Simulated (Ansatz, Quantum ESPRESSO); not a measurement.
**AlN [001], rock salt: pulling along c**

The c axis is held at a set length while the cell relaxes sideways. How do the lateral strain and the stress follow? The strained cell has c along the load; unstrained it is a = 2.8627 Å, b = 2.8627 Å, c = 4.0485 Å, α = 90.00°, β = 90.00°, γ = 90.00°, with 4 atoms. The symmetry of the cell is held, so distortions that would lower it, which this phase may prefer, aren't tested.

Calculated with Quantum ESPRESSO 7.5, PBEsol, GBRV 1.5 ultrasoft potentials, cutoff 680 eV, Fermi–Dirac smearing 0.02 eV, k-mesh 10×10×7, no spin polarisation, no spin-orbit coupling.

Relaxed positions at 0 %:

```csv
atom,x,y,z
Al,0.0000,0.0000,0.0000
Al,0.5000,0.5000,0.5000
N,0.0000,0.0000,0.5000
N,0.5000,0.5000,0.0000
```

| ε_c (%) | a (Å) | c (Å) | ε_a (%) | σ (GPa, tension positive) |
| --- | --- | --- | --- | --- |
| −3 | 2.8877 | 3.9270 | 0.875 | −12.94 |
| −1 | 2.8706 | 4.0080 | 0.277 | −3.84 |
| 0 | 2.8627 | 4.0485 | 0.000 | 0.00 |
| 1 | 2.8552 | 4.0890 | −0.263 | 3.42 |
| 2 | 2.8480 | 4.1294 | −0.514 | 6.46 |
| 3 | 2.8412 | 4.1699 | −0.750 | 9.16 |

**Question.** Fit both responses and give the free strain and the stress at −2 %, a row left out above.

Least squares with y = y0 + y1 ε + y2 ε² (ε in %) gives ε_a = 0.000 + (−0.2708) ε + (0.0069) ε² and σ = −0.01 + (3.674) ε + (−0.210) ε² GPa. The linear terms put the ratio of free to applied strain at −0.271 and the Young modulus at 367 GPa.

At −2 % the free strain comes out as 0.569 %. The run itself gives 0.569 %, so the estimate misses by 0.000 %, a rounding's worth.

The stress comes out as −8.20 GPa. The run itself gives −8.13 GPa, so the estimate misses by 0.07 GPa; the fitted rows themselves lie up to 0.05 GPa off the law.

Along a cube axis ν = C12/(C11 + C12) and Y = (C11 − C12)(C11 + 2C12)/(C11 + C12), so C11 = Y(1 − ν)/[(1 + ν)(1 − 2ν)] = 460 GPa and C12 = 171 GPa.

The negative ε² term means that the crystal stiffens in compression and softens in tension.

The same fit over all rows at other levels or in other programs gives the strain ratio = −0.263 with PBEsol (Quantum ESPRESSO, PseudoDojo) and −0.271 with PBEsol (Ansatz).

[Logs are printed without paths, hosts, clocks, repeated set-up lines and the standing remarks that a program may print on its own settings, such as how far it seeks lower states.]
